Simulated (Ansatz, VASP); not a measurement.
# ZrInSi (ZrInSi in the AlB2 type): VASP beside Ansatz

Aim: how closely do two programs agree when they are given the same cell, functional and k mesh? The cell is generated by rule, not measured, and may not be a known phase. The cell is taken from a series of runs on this material, whose earlier steps may have relaxed, scaled, displaced or heated it; both programs get it as it stands.

Program: Ansatz 0.2.0. Level of theory: plane waves, with VASP 6.6.1 beside it; relaxation of cell and atoms at PBEsol and zone-centre phonons at PBEsol. Results are calculated unless marked as measured.

**1. Set-up**

It takes space group P-6m2 (No. 187, hexagonal). The conventional cell has a = 4.402 Å, b = 4.402 Å, c = 3.442 Å, α = 90.00°, β = 90.00°, γ = 120.00°. Nearest to Zr lie 6 In at 3.07 Å and 6 Si at 3.07 Å. Nearest to Si lie 3 In at 2.54 Å and 6 Zr at 3.07 Å. In has 3 Si at 2.54 Å and 6 Zr at 3.07 Å nearest. Farther neighbours are not listed.

Structure file:

```cif
data_structure
_symmetry_space_group_name_H-M 'P 1'
_symmetry_Int_Tables_number 1
_cell_length_a 4.4020
_cell_length_b 4.4020
_cell_length_c 3.4420
_cell_angle_alpha 90.000
_cell_angle_beta 90.000
_cell_angle_gamma 120.000
_cell_volume 57.76
loop_
_atom_site_label
_atom_site_type_symbol
_atom_site_fract_x
_atom_site_fract_y
_atom_site_fract_z
_atom_site_occupancy
Zr1 Zr 0.00000 0.00000 0.00000 1
Si2 Si 0.33333 0.66667 0.50000 1
In3 In 0.66667 0.33333 0.50000 1
```

**2. VASP: relaxation of cell and atoms, PBEsol**

The relaxed volume is the usual yardstick between codes: in a stiff, nearly cubic crystal its relative difference is about their pressure difference at one cell divided by the bulk modulus.

Lines of VASP's logs that name or quote its potential files are left out, and so is its time.

Contents of INCAR:

```
SYSTEM = ZrInSi
PREC = Accurate
ENCUT = 500
EDIFF = 1E-07
NELM = 120
ISMEAR = 0
SIGMA = 0.1
LREAL = .FALSE.
ALGO = Normal
GGA = PS
NBANDS = 20
LASPH = .TRUE.
LORBIT = 11
LWAVE = .FALSE.
LCHARG = .FALSE.
ISIF = 3
IBRION = 2
NSW = 80
EDIFFG = -0.005
GGA_COMPAT = .FALSE.
NELMIN = 4
KPAR = 2
```

Contents of POSCAR:

```
ZrInSi
1.0
    4.4019940000      0.0000000000      0.0000000000
   -2.2009970000      3.8122380000      0.0000000000
    0.0000000000      0.0000000000      3.4420240000
Zr Si In
1 1 1
Direct
    0.0000000000      0.0000000000      0.0000000000
    0.3333333333      0.6666666667      0.5000000000
    0.6666666667      0.3333333333      0.5000000000
```

Contents of KPOINTS:

```
Automatic mesh
0
Gamma
9 9 8
0 0 0
```

The projector-augmented-wave data sets are Zr_sv, Si and In_d (PBE family, release 64).

On the command line:

```bash
$ mpirun -np 2 vasp_std
```

Numbers of over 12 decimals in the logs are rounded to 6 here.

Log:

```text
[banner, memory and clock lines left out]
running    2 mpi-ranks, on    1 nodes
 distrk:  each k-point on    1 cores,    2 groups
 distr:  one band on    1 cores,    1 groups

 POSCAR found type information on POSCAR ZrSiIn
 POSCAR found :  3 types and       3 ions
|                                                                             |
|               ----> ADVICE to this user running VASP <----                  |
|                                                                             |
|     You enforced a specific xc type in the INCAR file but a different       |
|     [... a line on the potential file left out ...]
|     I HOPE YOU KNOW WHAT YOU ARE DOING!                                     |
|                                                                             |

 LDA part: xc-table for (Slater+PW92), standard interpolation
 POSCAR, INCAR and KPOINTS ok, starting setup
 FFT: planning ... GRIDC
 FFT: planning ... GRID_SOFT
 FFT: planning ... GRID
 WAVECAR not read
 entering main loop
       N       E                     dE             d eps       ncg     rms          rms(c)
DAV:   1     0.261553787509E+03    0.26155E+03   -0.13965E+04  2408   0.168E+03
DAV:   2     0.211668065581E+01   -0.25944E+03   -0.25157E+03  2460   0.434E+02
DAV:   3    -0.178849201522E+02   -0.20002E+02   -0.19341E+02  2996   0.122E+02
DAV:   4    -0.190345588453E+02   -0.11496E+01   -0.11381E+01  4160   0.226E+01
DAV:   5    -0.190595579682E+02   -0.24999E-01   -0.24969E-01  3016   0.299E+00    0.129E+01
DAV:   6    -0.179650685531E+02    0.10945E+01   -0.35138E+00  2788   0.137E+01    0.505E+00
DAV:   7    -0.179126071237E+02    0.52461E-01   -0.35927E-01  3864   0.551E+00    0.249E+00
DAV:   8    -0.178933508108E+02    0.19256E-01   -0.27281E-02  3420   0.143E+00    0.682E-01
DAV:   9    -0.178914446012E+02    0.19062E-02   -0.22755E-03  3488   0.406E-01    0.180E-01
DAV:  10    -0.178913522083E+02    0.92393E-04   -0.40977E-04  3512   0.188E-01    0.544E-02
DAV:  11    -0.178913411019E+02    0.11106E-04   -0.40529E-05  3256   0.624E-02    0.197E-02
DAV:  12    -0.178913417207E+02   -0.61882E-06   -0.32796E-06  3556   0.125E-02    0.207E-03
DAV:  13    -0.178913415721E+02    0.14858E-06   -0.19821E-07  2376   0.389E-03    0.670E-04
DAV:  14    -0.178913415932E+02   -0.21029E-07   -0.20689E-08  1740   0.140E-03
   1 F= -.17891342E+02 E0= -.17884578E+02  d E =-.178913E+02
 curvature:   0.00 expect dE= 0.000E+00 dE for cont linesearch  0.000E+00
 trial: gam= 0.00000 g(F)=  0.115E-44 g(S)=  0.281E-04 ort = 0.000E+00 (trialstep = 0.100E+01)
 search vector abs. value=  0.281E-04
 bond charge predicted
       N       E                     dE             d eps       ncg     rms          rms(c)
DAV:   1    -0.178916999350E+02   -0.35836E-03   -0.97995E-03  2780   0.145E+00    0.149E-01
DAV:   2    -0.178913975706E+02    0.30236E-03   -0.88989E-04  3168   0.454E-01    0.480E-02
DAV:   3    -0.178913469320E+02    0.50639E-04   -0.16928E-04  4056   0.175E-01    0.236E-02
DAV:   4    -0.178913454816E+02    0.14504E-05   -0.12088E-05  3824   0.195E-02    0.136E-02
DAV:   5    -0.178913447487E+02    0.73288E-06   -0.31736E-06  4264   0.122E-02    0.533E-03
DAV:   6    -0.178913440471E+02    0.70166E-06   -0.53259E-07  3428   0.637E-03    0.120E-03
DAV:   7    -0.178913440635E+02   -0.16487E-07   -0.37145E-08  1608   0.160E-03
   2 F= -.17891344E+02 E0= -.17884550E+02  d E =-.247038E-05
 trial-energy change:   -0.000002  1 .order   -0.000004   -0.000028    0.000021
 step:   0.5377(harm=  0.5772)  dis= 0.00000  next Energy=   -17.891349 (dE=-0.736E-05)
 bond charge predicted
       N       E                     dE             d eps       ncg     rms          rms(c)
DAV:   1    -0.178914241793E+02   -0.80132E-04   -0.20946E-03  2744   0.671E-01    0.690E-02
DAV:   2    -0.178913575212E+02    0.66658E-04   -0.19070E-04  3124   0.211E-01    0.222E-02
DAV:   3    -0.178913466749E+02    0.10846E-04   -0.36273E-05  4176   0.809E-02    0.109E-02
DAV:   4    -0.178913474158E+02   -0.74093E-06   -0.26097E-06  3764   0.897E-03    0.624E-03
DAV:   5    -0.178913483930E+02   -0.97716E-06   -0.67234E-07  4244   0.570E-03    0.247E-03
DAV:   6    -0.178913488972E+02   -0.50425E-06   -0.82031E-08  1920   0.290E-03    0.462E-04
DAV:   7    -0.178913488885E+02    0.86684E-08   -0.26296E-08  1348   0.141E-03
   3 F= -.17891349E+02 E0= -.17884569E+02  d E =-.729539E-05
 curvature:  -0.29 expect dE=-0.145E-06 dE for cont linesearch -0.101E-07
 trial: gam=-0.01738 g(F)=  0.330E-44 g(S)=  0.508E-06 ort = 0.996E-06 (trialstep = 0.908E+00)
 search vector abs. value=  0.482E-06
 reached required accuracy - stopping structural energy minimisation
```

Parts of OUTCAR (step 2):

```text
ion  position               nearest neighbor table
   1  0.000  0.000  0.000-   2 3.07   2 3.07   3 3.07   3 3.07   2 3.07   3 3.07   2 3.07   3 3.07
                             3 3.07   3 3.07   2 3.07   2 3.07
   2  0.333  0.667  0.500-   3 2.54   3 2.54   3 2.54   1 3.07   1 3.07   1 3.07   1 3.07   1 3.07
                             1 3.07
   3  0.667  0.333  0.500-   2 2.54   2 2.54   2 2.54   1 3.07   1 3.07   1 3.07   1 3.07   1 3.07
                             1 3.07

  LATTYP: Found a hexagonal cell.
 ALAT       =     4.4019940000
 C/A-ratio  =     0.7819238282

 Subroutine GETGRP returns: Found 12 space group operations
 (whereof 12 operations were pure point group operations)

The static configuration has the point symmetry D_3h.

 Found     60 irreducible k-points:

   k-points           NKPTS =     60   k-points in BZ     NKDIM =     60   number of bands    NBANDS=     20

   dimension x,y,z NGX =    32 NGY =   32 NGZ =   28
   dimension x,y,z NGXF=    64 NGYF=   64 NGZF=   56

   ENCUT  =  500.0 eV  36.75 Ry    6.06 a.u.   8.03  8.03  6.28*2*pi/ulx,y,z

   NELECT =      29.0000    total number of electrons

 k-points in reciprocal lattice and weights: Automatic mesh
   0.00000000  0.00000000  0.00000000       0.002
   0.11111111  0.00000000  0.00000000       0.009
   0.22222222  0.00000000  0.00000000       0.009
   0.33333333  0.00000000  0.00000000       0.009
   0.44444444  0.00000000  0.00000000       0.009
   0.11111111  0.11111111  0.00000000       0.009
   0.22222222  0.11111111  0.00000000       0.019
   0.33333333  0.11111111  0.00000000       0.019
   0.44444444  0.11111111  0.00000000       0.009
[...]
0.33333333  0.22222222  0.50000000       0.019
   0.33333333  0.33333333  0.50000000       0.003

 average (electrostatic) potential at core
       1 -73.9029       2 -79.5964       3 -91.3884

 E-fermi :  10.2936

 k-point     1 :       0.0000    0.0000    0.0000
  band No.  band energies     occupation
    ...
     10      -1.2801      2.00000
     11       6.6415      2.00000
     12       6.6415      2.00000
     13       8.2129      2.00000
     14       8.8199      2.00000
     15      10.8074      0.00000
     16      11.4811      0.00000
     17      11.4811      0.00000
     18      11.6940      0.00000
     19      11.6940      0.00000
    ...

 k-point     2 :       0.1111    0.0000    0.0000
  band No.  band energies     occupation
    ...
     10      -1.1434      2.00000
     11       5.8056      2.00000
     12       6.6489      2.00000
     13       8.3581      2.00000
     14       9.5161      2.00000
     15      10.4530      0.02418
     16      11.1197      0.00000
     17      11.2932      0.00000
     18      11.6789      0.00000
     19      12.2194      0.00000
    ...

 k-point     3 :       0.2222    0.0000    0.0000
  band No.  band energies     occupation
    ...
     10      -0.7399      2.00000
     11       4.5308      2.00000
     12       6.6624      2.00000
     13       8.0756      2.00000
     14      10.0337      1.99976
     15      10.3772      0.23710
     16      10.9700      0.00000
     17      11.4164      0.00000
     18      11.6415      0.00000
     19      13.0617      0.00000
    ...

  Total       -0.0014563     -0.0014563      0.0052270      0.0000000     -0.0000000      0.0000000
  in kB       -0.0403681     -0.0403681      0.1448928      0.0000000     -0.0000000      0.0000000
  external PRESSURE =       0.0213855 kB  Pullay stress =       0.0000000 kB

  energy-cutoff  :      500.00
  volume of cell :       57.80
      direct lattice vectors                 reciprocal lattice vectors
     4.402895133 -0.000000000  0.000000000     0.227123284  0.131129711 -0.000000000
    -2.201447567  3.813018404 -0.000000000     0.000000000  0.262259421 -0.000000000
     0.000000000  0.000000000  3.442769359     0.000000000  0.000000000  0.290463838

 POSITION                                       TOTAL-FORCE (eV/Angst)
 -----------------------------------------------------------------------------------
      0.00000     -0.00000      0.00000        -0.000000     -0.000000      0.000000
     -0.00000      2.54201      1.72138         0.000000     -0.000000      0.000000
      2.20145      1.27101      1.72138         0.000000      0.000000      0.000000
 -----------------------------------------------------------------------------------
    total drift:                               -0.000000      0.000001      0.000000

  FREE ENERGIE OF THE ION-ELECTRON SYSTEM (eV)
  ---------------------------------------------------
  free  energy   TOTEN  =       -17.8913488885 eV

  energy  without entropy=      -17.8777892905  energy(sigma->0) =      -17.88456909

 reached required accuracy - stopping structural energy minimisation

 total charge
# of ion       s       p       d       tot
------------------------------------------
    1        2.130   5.941   1.720   9.792
    2        0.755   0.860   0.000   1.615
    3        0.869   0.981   9.896  11.746
--------------------------------------------------
tot          3.755   7.781  11.616  23.152

[... 3 further parts left out ...]
```

CONTCAR:

```
ZrInSi
   1.00000000000000
     4.4028951331844048   -0.0000000000000000    0.0000000000000000
    -2.2014475665922024    3.8130184038421828   -0.0000000000000000
     0.0000000000000000    0.0000000000000000    3.4427693594945614
  Zr              Si              In
     1     1     1
Direct
     0.0000000000000000    0.0000000000000000    0.0000000000000000
     0.3333333332999970    0.6666666667000030    0.5000000000000000
     0.6666666667000030    0.3333333332999970    0.5000000000000000
```

[end of part 1 of 2]

[Lines on the potential files, build, host, timing and source positions are cut from VASP's logs without a mark.]

[Logs are printed without paths, hosts, clocks, repeated set-up lines and the standing remarks that a program may print on its own settings, such as how far it seeks lower states.]

[Hosts, paths, dates, database ids (printed as entryN), source tags and the programs' standing remarks are cut or masked in the printed files.]
